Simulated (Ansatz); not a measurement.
Relaxation of Ir

These are results of DFT PBEsol, scalar-relativistic, plane waves, PAW (Ansatz 0.2.0), not measurements. Run with 420 eV cutoff, 18×18×10 k-mesh, Gaussian smearing of 0.10 eV, no spin polarisation.

What was changed in Ti: Ti → Ir on all its sites, cell and atoms relaxed.

Spin–orbit coupling is left out, which can shift energies with elements as heavy as these.

Command:

```bash
ansatz run input.yaml --threads 1 --pin off --max-ram 2560MiB --backend cpu --events-out ev --progress --plain --runs-dir out
```

Input:

```yaml
crystal:
  lattice:
    - [2.7122748925, 0.0, 0.0]
    - [-1.3561374462, 2.3488989589, 0.0]
    - [0.0, 0.0, 4.4295454585]
  atoms:
    - { symbol: Ir, position: [0.3333333333, 0.6666666667, 0.25] }
    - { symbol: Ir, position: [0.6666666667, 0.3333333333, 0.75] }
basis:
  ecutwfc: 420
kpoints:
  mp_grid: { grid: [18, 18, 10] }
hamiltonian:
  xc: pbesol
scf:
  occupations: { method: gaussian, width: 0.1 }
output:
  forces: true
  stress: true
  eigenvalues: true
relax:
  adjacent_minimum: "off"
  f_tol: 0.01
  max_steps: 60
  cell: { stress_tol: 0.1 }
```

F is the free energy. Steps run on the plane waves of an earlier cell, but the last one, and at times one on the way, on a freshly chosen basis, so a repeated geometry can differ a little in energy.

Steps:

```tsv
step	F − F(1) (eV)	largest force component (eV/Å)	V (Å³/atom)	P (GPa)
1	0.0000	0.000	14.110	0.01
2	-0.0007	0.000	14.111	0.05
3	-0.0013	0.000	14.113	-0.05
4	-0.0013	0.000	14.113	-0.05
```

Relaxed structure:

```
CELL_PARAMETERS angstrom
2.71907 0.00000 0.00000
-1.35953 2.35478 0.00000
0.00000 0.00000 4.40838
ATOMIC_POSITIONS crystal
Ir 0.33333 0.66667 0.25000
Ir 0.66667 0.33333 0.75000
```

The structure is hexagonal, space group P6_3/mmc (No. 194). Conventional cell: a = 2.719 Å, b = 2.719 Å, c = 4.408 Å, α = 90.00°, β = 90.00°, γ = 120.00°. Around Ir (site symmetry -6m2) lie 12 Ir at 2.71 to 2.72 Å.

The run converged. The run took 28 s on 1 thread of Arm Neoverse V1, on a shared host, peak memory 0.39 GiB.